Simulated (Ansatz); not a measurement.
# Ir (Fm-3m), symmetry broken, then relaxed

All numbers below come from DFT PBE, scalar-relativistic, plane waves, PAW in Ansatz. Settings: plane waves to 420 eV, k-mesh 12×12×10 (Γ-centred), Gaussian smearing 0.15 eV. Spin–orbit coupling is left out, which can shift energies with elements as heavy as these. No spin polarisation. Energies are free energies at this smearing, counted from the undisturbed cell; pressure is positive in compression.

The undisturbed cell (relaxed at this level):

```
CELL_PARAMETERS angstrom
0.00000 -1.93533 -1.93533
0.00000 1.93533 -1.93533
3.87066 0.00000 0.00000
ATOMIC_POSITIONS crystal
Ir 0.50000 0.50000 0.50000
Ir 0.00000 0.00000 0.00000
```

The atoms are displaced (Å, in the unstrained cell):

```csv
atom,ux,uy,uz
Ir1,0.006,0.011,0.000
Ir2,-0.006,-0.011,0.000
```

Cell and atoms are then relaxed.

Question: Does the relaxation return to the undisturbed structure?

Answer: Yes (up to a choice of domain or origin): same space group and volume, and an energy 0.0 meV/atom from it. The disturbance itself cost 1.2 meV/atom. The final space group reads Fm-3m (tolerance 0.05 Å) and the volume changes by -0.03 %.

Final structure:

```xyz
2
Lattice="0.0000 -1.9348 -1.9348 0.0000 1.9348 -1.9348 3.8717 0.0000 0.0000" Properties=species:S:1:pos:R:3 pbc="T T T"
Ir    1.9359    0.0000   -1.9348
Ir    0.0000   -1.9348   -1.9348
```

The relaxation, step by step (energy from the first step; small jumps at an unchanged geometry come where the plane waves are selected anew for the new cell):

```tsv
step	ΔE (meV/atom)	largest force component (eV/Å)	pressure (GPa)
1	0.0	0.146	-0.04
2	-0.9	0.079	0.27
3	-1.2	0.001	-0.19
4	-1.2	0.000	0.00
5	-1.2	0.000	0.00
```

Cost: 3 runs of about 2.2 core-minutes in all, on Intel Xeon Platinum 8259CL (Skylake/Cascade Lake) (shared hosts).